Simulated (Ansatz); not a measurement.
# Nb2NF2 MXene monolayer in a perpendicular field, part 2 of 2

Aim: how the Nb2NF2 MXene monolayer screens a field along its normal, and what the field does to its bands. A positive field points along +c.

Ansatz 0.2.0; plane-wave DFT, PBE-D3(BJ), Ansatz PAW (set soft_1); PAW set soft_1.

So far. Step 2 (Relaxation): The lattice constant a goes from 3.079 to 3.252 Å.

### 3. Atoms held, field 0

A sawtooth potential applies the field, turning back in the middle of the vacuum. With the dipole correction the typed value is the field outside the slab. The induced dipole is small, so the SCF threshold is tight.

The cell differs from the one that the last finished run ended in (c 39.956 → 22.681 Å).

Contents of input.yaml:

```yaml
crystal:
  lattice:
    - [3.251801633, 0.0, 0.0]
    - [-1.6259008165, 2.8161428222, 0.0]
    - [0.0, 0.0, 22.6806422735]
  atoms:
    - { symbol: F, position: [0.3333333333, 0.6666666667, 0.3968141595] }
    - { symbol: Nb, position: [0.6666666667, 0.3333333333, 0.4551337556] }
    - { symbol: "N", position: [0.0, 0.0, 0.5] }
    - { symbol: Nb, position: [0.3333333333, 0.6666666667, 0.5448662444] }
    - { symbol: F, position: [0.6666666667, 0.3333333333, 0.6031858405] }
kpoints:
  mp_grid: { grid: [18, 18, 1] }
  band_path:
    path: [[0, 0, 0], [0.5, 0, 0], [0.33333333, 0.33333333, 0], [0, 0, 0]]
    npoints: 16
hamiltonian:
  xc: pbe
  dispersion: d3bj
  pseudopotentials: { kind: paw, azcp: { folder: soft_1 } }
scf:
  occupations: { method: fermi_dirac, width: 0.02585 }
  convergence: { dr2_threshold: 1.0e-10 }
efield:
  axis: 3
  dipole_correction: true
  ramp_position: 0.97
  ramp_width: 0.06
  amplitude: 0
output:
  dos: { projected: true, e_range: [-6, 5] }
  write_potential: true
  write_density: true
  volumetric_format: npy
  elf: true
```

The run is started by

```console
ansatz run input.yaml --threads 2 --pin off --max-ram 3072MiB --backend cpu --events-out ev --progress --plain --runs-dir out
```

Numbers of over 12 decimals in the logs are rounded to 6 here.

The log of the run:

```text
[...]
Crystal: 5 atoms, lattice volume = 207.699 Å³
Basis set: ecut = 420 eV, 4155 PW (Γ)
Bands: 28, of which v1, the nominal top of the filled ones, is band 23 counted from 1 (22 counted from 0)
Symmetry: 6 space group operations
k-points: 37 of 324 (time reversal used)
[...]
SCF iter   1: F=—  HF=-11115.566873 eV  |F-HF|=—  |Δ(HF+E_count)|=         —  Δρ=8.82e-2  dr2=2.16e1  ethr=3.10e-3  p=0.000 e·Å  D=5.00e-14 V/Å  ΔV_dip=-0.00 eV  dr2_dipole=2.46e-8  V_vac-E_F(+/−)=5.30/5.30 eV  ⟨swp⟩=9.7  Hψ=5985  notcnv=0
efield: sawtooth ramp at fractional position 0.9700 (set: `efield.ramp_position`, or a place that a band, a saddle search or an elastic batch's reference lends), width 0.0600; the density the first Hamiltonian is built on has a dipole p = 0.000 e·Å; the dipole correction subtracts the counter field D = 5.00e-14 V/Å, which shifts the + side's vacuum level by -0.00 eV against the − side's; the planar-averaged density in the ramp window peaks in size at 5.7e-7 e/Å³
[...]
SCF iter   2: F=—  HF=-11111.864323 eV  |F-HF|=—  |Δ(HF+E_count)|=    3.70e0  Δρ=7.72e-2  dr2=8.74e0  ethr=3.10e-3  p=0.000 e·Å  D=2.62e-5 V/Å  ΔV_dip=-0.00 eV  dr2_dipole=2.12e-7  V_vac-E_F(+/−)=2.99/2.99 eV  ⟨swp⟩=4.0  Hψ=3117  notcnv=0  defer=26
[...]
SCF iter  11: F=-11109.746365 eV  HF=-11109.746365 eV  |F-HF|=1.27e-11  |Δ(HF+E_count)|=   1.22e-9  Δρ=1.09e-7  dr2=5.61e-11  ethr=1.00e-12  p=-0.000 e·Å  D=-1.69e-7 V/Å  ΔV_dip=0.00 eV  dr2_dipole=8.70e-12  V_vac-E_F(+/−)=3.91/3.91 eV  ⟨swp⟩=9.2  Hψ=3647  notcnv=0
SCF 1 converged in 11 iterations: F = -11109.746365 eV  dr2 = 5.61e-11
[...]
NSCF: frozen V_eff on 49 k-points
efield: sawtooth ramp at fractional position 0.9700 (kept from the solve that this one continues, or follows in the run), width 0.0600; the density the first Hamiltonian is built on has a dipole p = -0.000 e·Å; the dipole correction subtracts the counter field D = -1.69e-7 V/Å, which shifts the + side's vacuum level by +0.00 eV against the − side's; the planar-averaged density in the ramp window peaks in size at 2.3e-7 e/Å³
[...]
SCF converged after 11 iterations
Free energy (F): -11109.746365 eV
[...]
Internal energy: -11109.742948 eV  (E = F + TS)
E sigma→0 (E₀):  -11109.744656 eV
Entropy (-TS):   -0.003416 eV (-0.683 meV/atom)
Fermi energy:    1.574406 eV
Dipole field:    D = 0.000004 V/Å  (p = 0.000004 e·Å, saw-weighted, corrected)
Work function:   Φ+ = 3.9146 eV   Φ− = 3.9147 eV
Levels:          The Fermi level and band energies are counted from a zero that moves with the ramp; work functions are not
[...]
--- Band table (eV; the first three rows and the last of 37) ---
  k-point 0: bands = [... 19 lower, -4.4306, -0.7039, -0.7039, 1.4048, 1.8737, 2.7612, 2.7612, 3.1740, ... 1 higher]
  k-point 1: bands = [... 19 lower, -4.4148, -0.7684, -0.6445, 1.3847, 1.9683, 2.6812, 2.7554, 2.9999, ... 1 higher]
  k-point 2: bands = [... 19 lower, -4.3866, -0.9308, -0.4723, 1.3038, 2.0948, 2.7026, 2.7609, 2.9076, ... 1 higher]
  k-point 36: bands = [... 19 lower, -4.5455, 0.0802, 0.0802, 0.1224, 3.2420, 3.2420, 3.5234, 4.6466, ... 1 higher]
```

It took 22 s on 2 threads of Arm Neoverse V1, shared host; peak memory 0.54 GiB; 43 s of CPU time.

In the SCF lines HF is the Harris–Foulkes energy and dr2 the Hartree energy of the density residual, in eV; the loop may stop once dr2 is under the threshold and the program's other checks hold. Hψ counts applications of the Hamiltonian.

Numbers from this step:

```
energy at zero smearing   : -11109.7447 eV
work function, upper face : 3.915 eV
dipole along the normal   : 4.28e-6 e·Å
```

Running mean over a fixed 2.7 Å (it still follows the layers) of the planar mean; the ramp of the sawtooth is left out. Electron's electrostatic potential energy less the Fermi level against z:

```csv
z (Å),electron's electrostatic potential energy less the Fermi level (eV)
3.0,3.91
3.5,3.91
4.0,3.91
4.5,3.91
5.0,3.91
5.5,3.91
6.0,3.91
6.5,3.89
7.0,3.76
7.5,2.77
8.0,0.850
8.5,-1.62
9.0,-5.48
9.5,-9.32
10.0,-11.9
10.5,-13.4
11.0,-15.2
11.5,-15.7
12.0,-14.0
12.5,-12.5
13.0,-10.4
13.5,-6.97
14.0,-2.89
14.5,0.0646
15.0,2.13
15.5,3.56
16.0,3.87
16.5,3.91
17.0,3.91
17.5,3.91
18.0,3.91
18.5,3.91
19.0,3.91
19.5,3.91
```

The density of states has structure finer than the step of the table below, so its rows give means over 0.2 eV, whole bins alone (the curve runs from -6 to 1.31 eV). Peaks (eV: height): -5.97: 10.9, -2.77: 3.45, -0.32: 3.52, 0.26: 4.95, 0.51: 7.35, 1.11: 4.03, 1.25: 7.14.

The density of states by energy, zero at the Fermi level; means over each step:

energy (eV), density of states (states/eV a cell) and a bar:
```
     -4.0        0.0 
     -3.8        0.0 
     -3.6        0.9 ######
     -3.4        1.2 ########
     -3.2        1.3 ########
     -3.0        1.5 ##########
     -2.8        2.3 ##############
     -2.6        1.4 #########
     -2.4        0.8 #####
     -2.2        0.6 ####
     -2.0        0.8 #####
     -1.8        2.1 #############
     -1.6        1.4 #########
     -1.4        1.4 #########
     -1.2        1.0 ######
     -1.0        0.9 ######
     -0.8        1.0 ######
     -0.6        0.9 ######
     -0.4        2.4 ###############
     -0.2        2.5 ################
      0.0        1.8 ###########
      0.2        2.7 #################
      0.4        2.0 ############
      0.6        2.0 #############
      0.8        1.0 ######
      1.0        1.0 #######
      1.2        4.8 ##############################
```

Projected DOS per atom over height of the atomic layer and energy from the Fermi level. Layers: F Nb N Nb F from below.

Ten even steps from '_' (0.00 states/eV) to '@' (1.43 states/eV), each cell a mean:
```
..@@__@@..
__::__::__
__++..++__
__**..**__
__##__##__
__==__==__
__::__::__
__--__--__
__==__==__
__==__==__
__::__::__
__--__--__
__++__++__
__--__--__
__--__--__
__________
__________
__________
__________
__________
__________
::..**..::
```
Columns: height of the atomic layer (Å) from 9 to 13.7 (not evenly spaced); rows upwards: energy from the Fermi level (eV) from -5.96 to 1.24.

The electronic bands at the labelled points (eV, zero at the Fermi level):

```csv
point,band 20,band 21,band 22,band 23,band 24,band 25,band 26,band 27
Γ,-6.00,-2.28,-2.28,-0.17,0.30,1.19,1.19,1.60
halfway,-6.01,-3.07,-1.24,-0.53,0.64,1.39,1.42,2.12
M,-5.93,-3.68,0.21,0.33,1.14,1.58,1.81,2.56
halfway,-6.02,-3.01,-0.62,-0.34,1.56,1.78,1.83,2.73
K,-6.12,-1.49,-1.49,-1.45,1.67,1.67,1.95,3.07
halfway,-6.03,-2.74,-1.89,0.14,0.79,1.24,1.55,2.11
Γ,-6.00,-2.28,-2.28,-0.17,0.30,1.19,1.19,1.60
```

ELF in the ca plane at fractional y = 0.333, with atoms of Nb and F within 0.2 Å of it. It is the smooth field of the valence electrons, not physical close to the nuclei.

Ten even steps from '0' (0.00) to '9' (0.80), each cell a mean:
```
00000000000000000001113675333211588631000000
00000000000000000000038878533215999962000000
00000000000000000000149637733227979973000000
00000000000000000000027888533215999962000000
00000000000000000001112564233211477531000000
00000000000000000124531123442232111100000000
00000000000000000135652124652353100000000000
00000000000000000024431123442231112100000000
```
Columns run along c (16.0 Å, from fractional 0.07 to 0.78 of the cell), rows up along a (3.3 Å). Atoms in or near the plane, at fractional coordinates: Nb at (0.46, 0.67), F at (0.60, 0.67).

Valence density in the ca plane at fractional y = 0.333, with atoms of Nb and F within 0.2 Å of it. It is the smooth field of the valence electrons, not physical close to the nuclei.

Ten steps, logarithmic in the rise over the least value, from '0' (0 e/Å³) to '9' (12 e/Å³), each cell a mean:
```
00000000000000000124564332222443100000000000
00000000000000000146787432224787310000000000
00000000000000000147887532125898410000000000
00000000000000000136776432224786310000000000
00000000000000001124554332222343100000000000
00000000000000011222223333432111000000000000
00000000000000012222123334442100000000000000
00000000000000001222233333332111000000000000
```
Columns run along c (16.0 Å, from fractional 0.12 to 0.83 of the cell), rows up along a (3.3 Å). Atoms in or near the plane, at fractional coordinates: Nb at (0.46, 0.67), F at (0.60, 0.67).

Electrostatic potential energy in the ca plane at fractional y = 0.333, with atoms of Nb and F within 0.2 Å of it. With pseudopotentials it is smooth inside the atoms' cores, unlike the true potential.

Values in eV, 5 rows by 16 columns, each cell a mean:
```
  5   5   5   5   5   4  -4 -35 -15  -2  -7  -5   5   6   5   5
  5   5   5   5   5   4 -11 -46 -27   0 -23 -25   5   5   5   5
  5   5   5   5   5   4  -5 -36 -16  -2  -8  -6   5   6   5   5
  5   5   5   5   5   5   1  -4  -3 -12  -5   4   5   5   5   5
  5   5   5   5   5   5   1  -3  -3 -12  -5   4   5   5   5   5
```
Columns run along c (16.0 Å, from fractional 0.12 to 0.83 of the cell; values clipped at the 3rd and 97th percentile), rows up along a (3.3 Å). Atoms in or near the plane, at fractional coordinates: Nb at (0.46, 0.67), F at (0.60, 0.67).

The work function of the upper face is 3.91 eV.

### 4. Single point, field 0.1 V/Å

input.yaml: that of step 3 with these lines changed.

```diff
@@ -26,7 +26,6 @@
   dipole_correction: true
-  ramp_position: 0.97
-  ramp_width: 0.06
-  amplitude: 0
+  ramp_position: 0.9237
+  ramp_width: 0.1526
+  amplitude: 0.1
 output:
-  dos: { projected: true, e_range: [-6, 5] }
   write_potential: true
@@ -34,2 +33 @@
   volumetric_format: npy
-  elf: true
```

The log of the run:

```text
[...]
Crystal: 5 atoms, lattice volume = 207.699 Å³
Basis set: ecut = 420 eV, 4155 PW (Γ)
Bands: 28, of which v1, the nominal top of the filled ones, is band 23 counted from 1 (22 counted from 0)
Symmetry: 6 space group operations
k-points: 37 of 324 (time reversal used)
[...]
k-point 0: bands = [... 19 lower, -4.4304, -0.7042, -0.7042, 1.4042, 1.8732, 2.7609, 2.7609, 3.1699, ... 1 higher]
  k-point 1: bands = [... 19 lower, -4.4145, -0.7687, -0.6448, 1.3842, 1.9679, 2.6801, 2.7551, 2.9987, ... 1 higher]
  k-point 2: bands = [... 19 lower, -4.3863, -0.9311, -0.4726, 1.3034, 2.0945, 2.6999, 2.7606, 2.9080, ... 1 higher]
  k-point 36: bands = [... 19 lower, -4.5458, 0.0782, 0.0817, 0.1221, 3.2402, 3.2431, 3.5231, 4.6426, ... 1 higher]
[key lines of the parts left out:]
SCF converged after 12 iterations
Free energy (F): -11109.747642 eV
Fermi energy:    1.574099 eV
Dipole field:    D = 0.022261 V/Å  (p = 0.025551 e·Å, saw-weighted, corrected)
```

It took 23 s on 2 threads; peak memory 0.51 GiB.

The dipole is 0.0256 e·Å.

### 5. Atoms held, field -0.1 V/Å

input.yaml: that of step 4 with these lines changed.

```diff
@@ -28,3 +28,3 @@
   ramp_width: 0.1526
-  amplitude: 0.1
+  amplitude: -0.1
 output:
```

The log of the run:

```text
[...]
Crystal: 5 atoms, lattice volume = 207.699 Å³
Basis set: ecut = 420 eV, 4155 PW (Γ)
Bands: 28, of which v1, the nominal top of the filled ones, is band 23 counted from 1 (22 counted from 0)
Symmetry: 6 space group operations
k-points: 37 of 324 (time reversal used)
[...]
k-point 0: bands = [... 19 lower, -4.4304, -0.7042, -0.7042, 1.4042, 1.8732, 2.7609, 2.7609, 3.1699, ... 1 higher]
  k-point 1: bands = [... 19 lower, -4.4145, -0.7687, -0.6448, 1.3842, 1.9679, 2.6801, 2.7551, 2.9987, ... 1 higher]
  k-point 2: bands = [... 19 lower, -4.3863, -0.9311, -0.4726, 1.3034, 2.0945, 2.6999, 2.7606, 2.9080, ... 1 higher]
  k-point 36: bands = [... 19 lower, -4.5458, 0.0782, 0.0817, 0.1221, 3.2402, 3.2431, 3.5231, 4.6426, ... 1 higher]
[key lines of the parts left out:]
SCF converged after 12 iterations
Free energy (F): -11109.747642 eV
Fermi energy:    1.574099 eV
Dipole field:    D = -0.022261 V/Å  (p = -0.025551 e·Å, saw-weighted, corrected)
```

The job ended after 23 s (2 threads; peak memory 0.51 GiB).

The dipole is -0.0256 e·Å.

### 6. Response, atoms held

This step: plane-wave DFT, PBE-D3(BJ), Ansatz PAW (set soft_1); response to a field along the normal, atoms held; PAW set soft_1 (Ansatz 0.2.0).

The dipoles give the slope, and the difference of two potentials shows where the field is screened.

This step gave:

```
equivalent conductor thickness p/(ε₀AE) : 5.049 Å
distance between the outer atoms        : 4.681 Å
```

Dipole of the cell against applied field:

```csv
applied field (V/Å),dipole of the cell (e·Å)
-0.1000,-0.0256
0.0000,4.3e-6
0.1000,0.0256
```

Local field over the applied field, running mean. From the potentials at -0.1 and 0.1 V/Å; running mean over 2.5 Å. The local field over applied field by z:

```csv
z (Å),local field over applied field
4.5,1.000
5.0,1.000
5.5,0.999
6.0,0.996
6.5,0.985
7.0,0.950
7.5,0.869
8.0,0.747
8.5,0.595
9.0,0.437
9.5,0.280
10.0,0.159
10.5,0.0756
11.0,0.0350
11.5,0.0279
12.0,0.0572
12.5,0.124
13.0,0.232
13.5,0.379
14.0,0.538
14.5,0.694
15.0,0.829
15.5,0.927
16.0,0.976
16.5,0.993
17.0,0.998
17.5,0.999
18.0,1.000
18.5,1.000
```

Electrons, planar mean, per unit field. The induced electron density by z:

```csv
z (Å),induced electron density (e/Å³ per V/Å)
4.11,2.3e-7
4.54,4.8e-7
4.96,1.3e-6
5.24,2.4e-6
5.67,7.0e-6
6.10,2.0e-5
6.52,6.0e-5
6.80,1.2e-4
7.23,3.6e-4
7.65,9.7e-4
8.08,0.00225
8.36,0.00313
8.79,0.00179
9.21,0.00230
9.64,6.9e-4
9.92,5.5e-4
10.35,0.00153
10.77,4.9e-4
11.20,4.0e-4
11.48,-4.0e-4
11.91,-4.9e-4
12.33,-0.00153
12.76,-5.5e-4
13.04,-6.9e-4
13.47,-0.00230
13.89,-0.00179
14.32,-0.00313
14.60,-0.00225
15.03,-9.7e-4
15.45,-3.6e-4
15.88,-1.2e-4
16.16,-6.0e-5
16.59,-2.0e-5
17.01,-7.0e-6
17.44,-2.4e-6
17.72,-1.3e-6
18.14,-4.8e-7
18.57,-2.3e-7
```

By hand: between -0.1 and 0.1 V/Å the dipole changes by 0.05110 e·Å, a slope of 0.2555 e·Å²/V. A perfect conductor of thickness t has p = ε₀AEt, so t = 180.95 × 0.2555 / 9.158 = 5.05 Å (e/ε₀ = 180.95 V·Å, A in Å²).

The induced dipole is that of a conductor 5.05 Å thick.

### 7. Summary of results

| Property | Result |
| --- | --- |
| gap without field | none |
| work function, upper face | 3.91 eV |
| equivalent conductor thickness, atoms held | 5.05 Å |

**Reading.** The induced dipole equals that of a perfect conductor 5.05 Å thick, while the outer atoms lie 4.68 Å apart. There is no gap over 0.03 eV, with or without the field. The first relaxation ran with spin and lost its moment, and the later runs have none; other magnetic states were not tried. Spin-orbit coupling is left out. The MXene's terminations sit over the metal atoms of its far layer; the site over carbon or nitrogen, which some compounds prefer, was not run.

[Logs are printed without paths, hosts, clocks, repeated set-up lines and the standing remarks that a program may print on its own settings, such as how far it seeks lower states.]

[Hosts, paths, dates, database ids (printed as entryN), source tags and the programs' standing remarks are cut or masked in the printed files.]

[Maps of the electrostatic potential energy from Ansatz leave out the sawtooth potential of an applied field or a dipole correction, so their vacuum need not be flat; planar profiles and work functions include it.]

[The density of states shown here was stored with 400 of the rows of the run's finer table, so its peaks can read low, often by over a quarter, or be missed, and its means over a window can be off by a tenth or more.]
